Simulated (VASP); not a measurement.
The system is TePb.

```
Pb Te
1.0
     0.00000    3.23100    3.23100
     3.23100    0.00000    3.23100
     3.23100    3.23100    0.00000
Pb Te
1 1
Direct
  0.00000 0.00000 0.00000
  0.50000 0.50000 0.50000
```

- Program: VASP 6.6.1
- Task: relaxation of cell and atoms
- Functional: vdW-DF2
- Potentials or basis: VASP PAW PBE potentials, release 64 (Pb_d, Te)
- Cutoff: 600 eV
- k mesh: 7 × 7 × 7
- Occupations: fermi-dirac, width 0.05 eV
- Spin: no spin polarisation

At the start: pressure 6.8 GPa; volume 33.73 Å³/atom.

Q: How do energy, volume and symmetry change on relaxing?

A: Over 3 steps the energy falls by 100.0 meV/atom and the volume is 39.10 Å³/atom (+15.9 %); space group Fm-3m (No. 225, to 0.05 Å).

Step by step:
| step | energy change (eV) | largest force (eV/Å) | pressure (GPa) | volume (Å³) |
| --- | --- | --- | --- | --- |
| 1 | 0.0000 | 0.0000 | 6.76 | 67.46 |
| 2 | -0.1805 | 0.0000 | -1.48 | 82.33 |
| 3 | -0.2001 | 0.0000 | 0.04 | 78.20 |

Final structure:
```cif
data_structure
_symmetry_space_group_name_H-M 'P 1'
_symmetry_Int_Tables_number 1
_cell_length_a 4.8000
_cell_length_b 4.8000
_cell_length_c 4.8000
_cell_angle_alpha 60.000
_cell_angle_beta 60.000
_cell_angle_gamma 60.000
_cell_volume 78.20
loop_
_atom_site_label
_atom_site_type_symbol
_atom_site_fract_x
_atom_site_fract_y
_atom_site_fract_z
_atom_site_occupancy
Pb1 Pb 0.00000 0.00000 0.00000 1
Te1 Te 0.50000 0.50000 0.50000 1
```

Caveat: the volume moved by over 15 % at a fixed basis, so the end points are rough; the PAW data sets were made with another functional, which shifts forces and pressure a little; the volume moved by +16 % from the deposited cell, more than functionals usually miss.
